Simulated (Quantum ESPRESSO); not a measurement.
# SiC (Moissanite) in Quantum ESPRESSO: the effect of functional

Crystal: SiC (Moissanite).

```
CELL_PARAMETERS angstrom
3.07600 0.00000 0.00000
-1.53800 2.66389 0.00000
0.00000 0.00000 5.04800
ATOMIC_POSITIONS crystal
Si 0.66667 0.33333 0.50000
Si 0.33333 0.66667 0.00000
C 0.66667 0.33333 0.88500
C 0.33333 0.66667 0.38500
```

Alike in all runs:

* Program: Quantum ESPRESSO 7.5
* Task: phonons
* Cutoff: 1116 eV
* Density cutoff: 4463 eV
* k mesh: 6 × 6 × 4, shifted
* Occupations: fermi-dirac, width 0.05 eV
* Spin: no spin polarisation

Each run relaxes the cell or the atoms first.

One run gave: relaxed volume 10.12 Å³/atom; dielectric constant 7.27 mean; highest phonon frequency 843 cm⁻¹. Which functional did it use?
A. BLYP
B. vdW-DF-cx
C. PW91
D. RPBE
E. LDA

E.

```csv
functional,potentials or basis,relaxed volume (Å³/atom),dielectric constant (mean),highest phonon frequency (cm⁻¹)
LDA,PseudoDojo 0.4.1 SR LDA standard,10.12,7.27,843
PW91,PseudoDojo 0.4.1 SR PBE standard,10.52,7.30,817
BLYP,PseudoDojo 0.4.1 SR PBE standard,10.83,7.07,800
RPBE,PseudoDojo 0.4.1 SR PBE standard,10.55,7.29,814
vdW-DF-cx,PseudoDojo 0.4.1 SR PBE standard,10.44,7.37,822
```

Caveats: the potentials were made for another functional, which shifts forces and pressure (some runs).

Runs at the PBE level aren't shown here.
